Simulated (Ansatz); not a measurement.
# Te₂Mo: what a change does to the field gradients

Base: an entry of the Crystallography Open Database (COD) whose atoms were relaxed with PBE, the cell held.

```
CELL_PARAMETERS angstrom
3.51820 0.00000 0.00000
-1.75910 3.04685 0.00000
0.00000 0.00000 13.97360
ATOMIC_POSITIONS crystal
Te 0.33333 0.66667 0.62009
Te 0.66667 0.33333 0.12009
Te 0.33333 0.66667 0.87991
Te 0.66667 0.33333 0.37991
Mo 0.33333 0.66667 0.25000
Mo 0.66667 0.33333 0.75000
```

Atoms are numbered from 1 in the order listed; like atoms form one site, named after its first atom.

All values are calculated (Ansatz; DFT, PBE, plane waves and PAW, scalar-relativistic, 420 eV cutoff, Γ-centred 14×14×3 k-points, Fermi–Dirac smearing 0.02 eV), not measured.

Problem. Variant: z compressed by 3 %, ions relaxed. What happens to the gradients (10²¹ V/m²)?

Solution. 

```csv
site,atoms,V_zz base,η base,V_zz variant,η variant
Te,"1, 2, 3, 4",-18.13,0.00,-17.31,0.00
Mo,"5, 6",-6.42,0.00,-6.84,0.00
```

The largest change of V_zz is on Te, from -18.13 to -17.31. In per cent, |V_zz| changes by -4 on Te, +7 on Mo (all sites that start above 0.5).

Without spin–orbit coupling the gradients at and beside Te can be off by some per cent, at some sites by more.
